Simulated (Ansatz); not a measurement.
Crystal: Sr.

```
Sr
1.0
     0.00000    3.04235    3.04235
     3.04235    0.00000    3.04235
     3.04235    3.04235    0.00000
Sr
1
Cartesian
  0.0000 0.0000 0.0000
```

Base run:

* Program: Ansatz 0.2.0
* Functional: LDA
* Potentials or basis: all-electron LAPW, scalar-relativistic
* Cutoff: 70 eV (chosen from the basis error)
* Basis error allowed: 0.001 eV/atom
* k mesh: 8 × 8 × 8
* Occupations: gaussian, width 0.02 eV
* Spin: no spin polarisation

Its results: band gap on the k mesh none (metal or under the smearing width); pressure -1.6 GPa.

Problem. The run is repeated on the same cell with these changes: functional from LDA to RPBE. What comes out?

Solution. Band gap on the k mesh none (metal or under the smearing width); pressure 0.3 GPa.

RPBE binds less tightly than LDA, so the same cell stands under more pressure.
